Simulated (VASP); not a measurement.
Write the native input for VASP 6.6.1 that does the following.

```
Task                   : relaxation of cell and atoms
Functional             : LDA
Potentials or basis    : VASP PAW LDA potentials, release 64 (W_sv)
Cutoff                 : 600 eV
k mesh                 : 8 × 8 × 8
Occupations            : gaussian, width 0.1 eV
Spin                   : no spin polarisation
Further INCAR settings : ALGO = Fast; EDIFF = 1e-07; IBRION = 2; EDIFFG = -0.005; NSW = 90; ISIF = 3
```

The structure of W lies in POSCAR:

```
W
1.0
    5.0622703800      0.0000000000      0.0000000000
    0.0000000000      5.0622703800      0.0000000000
    0.0000000000      0.0000000000      5.0622703800
W
8
Direct
    0.2500000000      0.0000000000      0.5000000000
    0.7500000000      0.0000000000      0.5000000000
    0.0000000000      0.5000000000      0.2500000000
    0.0000000000      0.5000000000      0.7500000000
    0.5000000000      0.7500000000      0.0000000000
    0.5000000000      0.2500000000      0.0000000000
    0.0000000000      0.0000000000      0.0000000000
    0.5000000000      0.5000000000      0.5000000000
```

This isn't the form of W at room conditions, which is bcc.

The input as run:

INCAR

```
SYSTEM = W
PREC = Accurate ; ENCUT = 600
EDIFF = 1E-7 ; ISMEAR = 0
SIGMA = 0.1 ; LREAL = .FALSE.
LASPH = .TRUE. ; NELM = 100
ALGO = Fast ; ISIF = 3
LWAVE = .FALSE. ; LCHARG = .FALSE.
IBRION = 2 ; NSW = 90
EDIFFG = -0.005
```

KPOINTS

```
regular mesh
0
G
  8 8 8
  0 0 0
```

Potentials or basis: VASP PAW LDA potentials, release 64 (W_sv).

Launch:

```sh
$ cat potpaw_LDA.64/W_sv/POTCAR > POTCAR
$ mpirun -np 1 vasp_std > vasp.out
```

It gave:

```yaml
Relaxed_volume: 15.75 Å³/atom
Relaxed_cell: a = 5.013 Å, b = 5.013 Å, c = 5.013 Å, α = 90.00°, β = 90.00°, γ = 90.00°
Space_group_after_relaxing_to_0.05_Å: Pm-3n (No. 223)
Energy_gained_by_relaxing: 13.6 meV/atom
Ionic_steps: 7
Pressure_after_relaxing: 0.0 GPa
Band_gap_on_the_k_mesh: none (metal or under the smearing width)
```

Run time: 14 min on 1 thread of Intel(R) Xeon(R) 6975P-C (Granite Rapids), on a shared host, peak memory 0.36 GiB.
